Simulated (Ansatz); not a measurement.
# AlN: stress in a strained cell, part 1 of 2

AlN is deformed so: equal xx and yy strain of -1 %. What stress and forces result, by LAPW, PAW and all-electron datasets made for the crystal?

Program: Ansatz 0.2.0. Level of theory: DFT PBEsol, scalar-relativistic. These are calculated values, not measurements.

## Step 1: The structure to begin with

It takes space group P6_3mc (No. 186, hexagonal). The conventional cell has a = 3.111 Å, b = 3.111 Å, c = 4.978 Å, α = 90.00°, β = 90.00°, γ = 120.00°. Around Al (site symmetry 3m) lie 4 N at 1.89 to 1.92 Å. N (site symmetry 3m) has 4 Al at 1.89 to 1.92 Å in its first shell of neighbours.

As a file:

```xyz
4
Lattice="3.1110 0.0000 0.0000 -1.5555 2.6942 0.0000 0.0000 0.0000 4.9780" Properties=species:S:1:pos:R:3 pbc="T T T"
Al    0.0000    1.7961    0.0000
Al    1.5555    0.8981    2.4890
N     0.0000    1.7961    1.9165
N     1.5555    0.8981    4.4055
```

Atoms are numbered in the order of the input: Al1, Al2, N3, N4.

## Step 2: After the deformation

Space group P6_3mc before, P6_3mc after.

## Step 3: LAPW, all electrons

input.yaml reads:

```yaml
crystal:
  lattice:
    - [3.0798921301, 0.0, 0.0]
    - [-1.539946065, 2.6672648256, 0.0]
    - [0.0, 0.0, 4.978]
  atoms:
    - { symbol: Al, position: [0.3333333333, 0.6666666667, 0.0] }
    - { symbol: Al, position: [0.6666666667, 0.3333333333, 0.5] }
    - { symbol: "N", position: [0.3333333333, 0.6666666667, 0.385] }
    - { symbol: "N", position: [0.6666666667, 0.3333333333, 0.885] }
kpoints:
  mp_grid: { grid: [10, 10, 6] }
  band_path:
    path:
      - [0.0, 0.0, 0.0]
      - [0.5, 0.0, 0.0]
      - [0.3333333333, 0.3333333333, 0.0]
      - [0.0, 0.0, 0.0]
      - [0.0, 0.0, 0.5]
      - [0.5, 0.0, 0.5]
      - [0.3333333333, 0.3333333333, 0.5]
      - [0.0, 0.0, 0.5]
      - [0.5, 0.0, 0.5]
    npoints: 5
scf:
  occupations: { method: fermi_dirac, width: 0.03 }
hamiltonian:
  xc: pbesol
  pseudopotentials: { kind: all_electron, lapw: { basis_error: 0.001 } }
output:
  forces: true
  stress: true
  eigenvalues: true
```

Run with:

```console
> ansatz run input.yaml --threads 1 --pin off --max-ram 4096MiB --backend cpu --events-out ev --progress --plain --runs-dir out
```

The program printed, shortened:

```text
LAPW: plane waves up to 10.092 Å⁻¹, error target 1.0e-3 eV per atom; small_component_spin mean_spin; N in spheres of 0.895 Å, 7 of its electrons in bands, Dirac shells []; Al in spheres of 0.973 Å, 11 of its electrons in bands, Dirac shells []
[...]
Pseudopotentials: kind: all_electron
Pseudopotential: Al, LAPW, valence charge 11, Koelling and Harmon's equation, gaussian nucleus
Pseudopotential: N, LAPW, valence charge 7, Koelling and Harmon's equation, gaussian nucleus
Functional definition: PBEsol
[...]
Crystal: 4 atoms, lattice volume = 40.894 Å³
Basis set: ecut = 388.03497851665554 eV, 699 PW (Γ), exchange–correlation at level 2
Bands: 22, of which v1, the nominal top of the filled ones, is band 18 counted from 1 (17 counted from 0)
Symmetry: 12 space group operations
Space group: P63mc (ITA 186), of the structure as read, at distance tolerance 3.4e-5 Å
k-points: 56 of 600 (time reversal used)
[...]
SCF iter   1: F=—  HF=-16168.947080 eV  |F-HF|=—  |Δ(HF+E_count)|=         —  Δρ=1.50e-1  dr2=1.09e1  ethr=3.03e-2  ⟨swp⟩=2.0  Hψ=8463  notcnv=0
[...]
the basis was enlarged: its passes take 533.0 KiB over the memory plan, 1 of 1 planned eigensolver slots
[...]
SCF iter   7: F=-16164.242085 eV  HF=-16164.242085 eV  |F-HF|=4.79e-9  |Δ(HF+E_count)|=   5.66e-7  Δρ=8.54e-6  dr2=1.54e-8  ethr=2.57e-9  ⟨swp⟩=2.2  Hψ=3544  notcnv=0
[...]
NSCF: frozen V_eff on 41 k-points
SCF converged after 7 iterations
Free energy (F): -16164.242085 eV
[...]
E sigma→0 (E₀):  -16164.242085 eV
Fermi energy:    11.017083 eV
[...]
--- Forces (eV/Å), atoms counted from 1 ---
  atom   1  Al     0.00000000    -0.00000000     0.29865957
  atom   2  Al    -0.00000000     0.00000000     0.29865957
  atom   3  N      0.00000000    -0.00000000    -0.29863470
  atom   4  N     -0.00000000     0.00000000    -0.29863470
[...]
--- Stress (GPa, compression-positive) ---
        7.037735      -0.000000      -0.000000
       -0.000000       7.037735      -0.000000
       -0.000000      -0.000000       0.491841
  P = ⅓ Tr σ = 4.8558 GPa (48.558 kbar)
--- Band table (eV; the first three rows and the last of 56) ---
  k-point 0: bands = ["-363.1930", "-363.1930", "-91.2251", "-91.2240", "-52.9246", "-52.9127", "-52.9000", "-52.9000", "-52.8980", "-52.8980", "-6.4549", "-4.2462", "2.6820", "7.9772", "7.9772", "8.6114", "8.6114", "8.8644", "13.1497", "15.6940", "19.5119", "20.1128"]
[...]
```

Run time: 47 s. Hardware: 1 thread of Arm Neoverse V1, shared host; peak memory 0.37 GiB.

Read from it: pressure 4.86 GPa; gap 4.29 eV, direct at Γ; largest force 0.299 eV/Å.

## Step 4: PAW with frozen cores

input.yaml reads:

```yaml
crystal:
  lattice:
    - [3.0798921301, 0.0, 0.0]
    - [-1.539946065, 2.6672648256, 0.0]
    - [0.0, 0.0, 4.978]
  atoms:
    - { symbol: Al, position: [0.3333333333, 0.6666666667, 0.0] }
    - { symbol: Al, position: [0.6666666667, 0.3333333333, 0.5] }
    - { symbol: "N", position: [0.3333333333, 0.6666666667, 0.385] }
    - { symbol: "N", position: [0.6666666667, 0.3333333333, 0.885] }
kpoints:
  mp_grid: { grid: [10, 10, 6] }
scf:
  occupations: { method: fermi_dirac, width: 0.03 }
hamiltonian:
  xc: pbesol
  pseudopotentials: { kind: paw }
output:
  forces: true
  stress: true
  eigenvalues: true
  efg: { contact_densities: true }
  write_density: true
  write_potential: true
  elf: true
  volumetric_format: npy
```

Run with:

```console
> ansatz run input.yaml --threads 1 --pin off --max-ram 4096MiB --backend cpu --events-out ev --progress --plain --runs-dir out
```

The program printed:

```text
Engine: ansatz 0.2.0
Pseudopotentials: kind: paw
Pseudopotential: Al, paw, valence charge 3, recommended cutoff 420 eV (normal)
Pseudopotential: N, paw, valence charge 5, recommended cutoff 420 eV (normal)
[... 1 set-up line as earlier in the session ...]
  exchange = pbesol_x
  correlation = pbesol_c
Crystal: 4 atoms, lattice volume = 40.894 Å³
Basis set: ecut = 420 eV, 785 PW (Γ), exchange–correlation on 48×48×72 points (8 copies of the dense FFT grid, shifted against one another)
Bands: 12, of which v1, the nominal top of the filled ones, is band 8 counted from 1 (7 counted from 0)
[... 2 set-up lines as earlier in the session ...]
k-points: 56 of 600 (time reversal used)
Non-local potential: Al, projectors of the file, l = 0: 2, l = 1: 2, l = 2: 1
Non-local potential: N, projectors of the file, l = 0: 2, l = 1: 2, l = 2: 1
PAW form: soft (Blöchl's): semilocal exchange-correlation on the pseudo side does not see the compensation charge
PAW frozen core: Al, regenerated for the run's functional, and the local potential with it (the file was generated under x = pbe(κ = 0.804, μ = 0.2195149727645171), c = pbe(β = 0.06672455060314922))
PAW frozen core: N, regenerated for the run's functional, and the local potential with it (the file was generated under x = pbe(κ = 0.804, μ = 0.2195149727645171), c = pbe(β = 0.06672455060314922))
PAW one-centre angular grid: Al, 110 points (default); XC on 64 Gauss nodes
PAW one-centre angular grid: N, 110 points (default); XC on 64 Gauss nodes
Initial density: superposition of atomic densities (neutral atoms: chi_scale 0, normalization atom), corrected by the library's trained network
Initial wavefunctions: pseudopotential atomic-orbital guess
Functional: x = pbesol(κ = 0.804, μ = 0.12345679012345678), c = pbesol(β = 0.046)
SCF iter   1: F=—  HF=-1811.906235 eV  |F-HF|=—  |Δ(HF+E_count)|=         —  Δρ=1.05e-2  dr2=4.77e-2  ethr=1.77e-3  ⟨swp⟩=6.0  Hψ=4531  notcnv=0
preconditioner: auto → none  [insulator: Δε(μ)=4.194 eV  Ē_g=13.126 eV  σ=0.030 eV  W_gap=1.00  n_scr=2 (ndim 8)  ℏωp=23.2 eV  f_vac=0.000  D(μ)=0.00/eV (n_scr^D=0)  ε∞_Penn≈4.1]
SCF iter   2: F=—  HF=-1811.892535 eV  |F-HF|=—  |Δ(HF+E_count)|=   1.37e-2  Δρ=1.36e-3  dr2=8.06e-4  ethr=2.98e-4  ⟨swp⟩=2.9  Hψ=1685  notcnv=0
SCF iter   3: F=—  HF=-1811.892374 eV  |F-HF|=—  |Δ(HF+E_count)|=   1.61e-4  Δρ=4.98e-4  dr2=5.30e-5  ethr=5.04e-6  ⟨swp⟩=2.1  Hψ=1065  notcnv=0
SCF iter   4: F=—  HF=-1811.892244 eV  |F-HF|=—  |Δ(HF+E_count)|=   1.30e-4  Δρ=1.93e-5  dr2=5.51e-8  ethr=6.25e-10  ⟨swp⟩=8.1  Hψ=5016  notcnv=0
iter 5 did not close the SCF: its close was put off for the readings that it lacked (scf_convergence_deferred on its scf_iter line)
SCF iter   5: F=-1811.892244 eV  HF=-1811.892244 eV  |F-HF|=2.88e-10  |Δ(HF+E_count)|=   3.15e-8  Δρ=1.89e-6  dr2=5.01e-10  ethr=3.44e-10  ⟨swp⟩=2.2  Hψ=1072  notcnv=0
SCF iter   6: F=-1811.892244 eV  HF=-1811.892244 eV  |F-HF|=1.89e-11  |Δ(HF+E_count)|=  3.84e-10  Δρ=3.46e-7  dr2=3.29e-11  ethr=3.13e-12  ⟨swp⟩=4.0  Hψ=3200  notcnv=0
SCF 1 converged in 6 iterations: F = -1811.892244 eV  dr2 = 3.29e-11
SCF converged after 6 iterations
Free energy (F): -1811.892244 eV
Harris-Foulkes:  -1811.892244 eV  (|F-HF|=1.89e-11)
Internal energy: -1811.892244 eV  (E = F + TS)
E sigma→0 (E₀):  -1811.892244 eV
Fermi energy:    9.447879 eV
--- Per-component energies (eV) ---
  E_band       = 31.682827
  E_kinetic    = 319.588807
  E_local      = -442.016779  (includes V_loc(G=0)·N_el)
  E_nonlocal   = 111.754658
  E_hartree    = 152.504458
  E_xc         = -201.998269
  E_vxc        = -215.708542  (∫ρ·V_xc dr)
  E_paw        = -1155.822249  (= ΣΔE_a)
  E_vpaw       = -46.944419  (= ΣTr[D̂ρ^β])
  E_aug_tail   = 0.000188  (compensation charges beyond the density's cutoff)
  E_ewald      = -595.997533
  E_core_change = 0.094476  (= ΣΔE_core)
  E_smearing   = -0.000000  (= −TS)
  E_closure    = 0.000000  (closes the sum)
  Σ components = -1811.892244   (vs F -1811.892244, Δ=0.00e0)
--- Forces (eV/Å), atoms counted from 1 ---
  atom   1  Al     0.00000000    -0.00000000     0.29810003
  atom   2  Al    -0.00000000     0.00000000     0.29810003
  atom   3  N     -0.00000000     0.00000000    -0.29810078
  atom   4  N      0.00000000    -0.00000000    -0.29810078
  max |Σ_I F_I| component: 1.49e-6 eV/Å
--- Stress (GPa, compression-positive) ---
        7.198610      -0.000000      -0.000000
       -0.000000       7.198610       0.000000
       -0.000000       0.000000       0.623629
  P = ⅓ Tr σ = 5.0069 GPa (50.069 kbar)
--- PAW observables at the nuclei: V_zz in 10²¹ V/m², potentials from the cell's mean, atoms counted from 1 ---
  atom   1  Al V_zz =    +1.069115   η = 0.0000   by run symmetry: allowed
            electrostatic potential = -1231.765434 V   contact ρ = 10040.136800 e/Å³
  atom   2  Al V_zz =    +1.069115   η = 0.0000   by run symmetry: allowed
            electrostatic potential = -1231.765434 V   contact ρ = 10040.136800 e/Å³
  atom   3  N  V_zz =    +0.245749   η = 0.0000   by run symmetry: allowed
            electrostatic potential = -516.618732 V   contact ρ = 1402.547715 e/Å³
  atom   4  N  V_zz =    +0.245749   η = 0.0000   by run symmetry: allowed
            electrostatic potential = -516.618732 V   contact ρ = 1402.547715 e/Å³
--- Band table (eV; the first three rows and the last of 56) ---
  k-point 0: bands = ["-8.0055", "-5.8043", "1.1270", "6.4153", "6.4153", "7.0470", "7.0470", "7.3006", "11.5750", "14.1331", "17.9448", "18.5537"]
  k-point 1: bands = ["-7.8974", "-6.0195", "1.5106", "6.4553", "6.4553", "6.6781", "7.0022", "7.0022", "12.0837", "14.1963", "17.7667", "18.5239"]
  k-point 2: bands = ["-7.5837", "-6.5286", "2.5136", "5.3489", "6.5659", "6.5659", "6.8817", "6.8817", "13.0626", "14.2446", "17.4787", "18.4225"]
  k-point 55: bands = ["-5.3699", "-5.3699", "2.2742", "2.2742", "3.5027", "3.5027", "6.4420", "6.4420", "14.2706", "14.2706", "15.4509", "15.4509"]
```

It took 6.2 s on 1 thread of Arm Neoverse V1, shared host; peak memory 0.33 GiB.

Read from it: pressure 5.01 GPa; gap on the k mesh 4.27 eV; largest force 0.298 eV/Å; Vzz Al1 1.07 (η = 0.00), N3 0.25 (η = 0.00) (10²¹ V/m²).

Density in a lattice plane of the grid's cell (edges 3.08 and 4.98 Å, at 0.333 of the third edge), which holds Al and N.

Ten even steps from ' ' (0.06 e/Å³) to '@' (3.60 e/Å³):
```
          ..::==##%%%%**--..
..        ..::++@@@@@@%%==::
          ..::++%%@@@@##==::
            ..--++####++::..
            ....------::..  
              ..........    
                            
                            
                            
                            
  ........                  
............                
  ........                  
                            
                            
                            
                            
                            
              ............  
            ..::--====--::..
```
Columns run along the first of these edges and rows up along the second, over one cell in 14 and 20 even steps from the bottom left corner. Atoms in the plane (fractional): Al at (0.67, 0.50), N at (0.67, 0.89).

ELF in the same plane.

Ten even steps from '0' (0.01) to '9' (0.86):
```
84226899756899
85226899512699
74225899623799
63114789888998
42012579999987
21001368999975
11111235677642
22222210000011
45555420000002
77777630000015
88888751000026
88888863000047
78887753100146
67776542101135
45665421100113
23443211000011
12222111222111
21111234555543
42113578888876
74125899999999
```
Columns run along the first of these edges and rows up along the second, over one cell in 14 and 20 even steps from the bottom left corner. Atoms in the plane (fractional): Al at (0.67, 0.50), N at (0.67, 0.89).

Both are smooth fields of the valence electrons: close to the nuclei they are not physical.

The highest ELF values outside the cores: 0.89 on the N–Al line, 0.8 Å from N.

(Continued in part 2 of 2.)
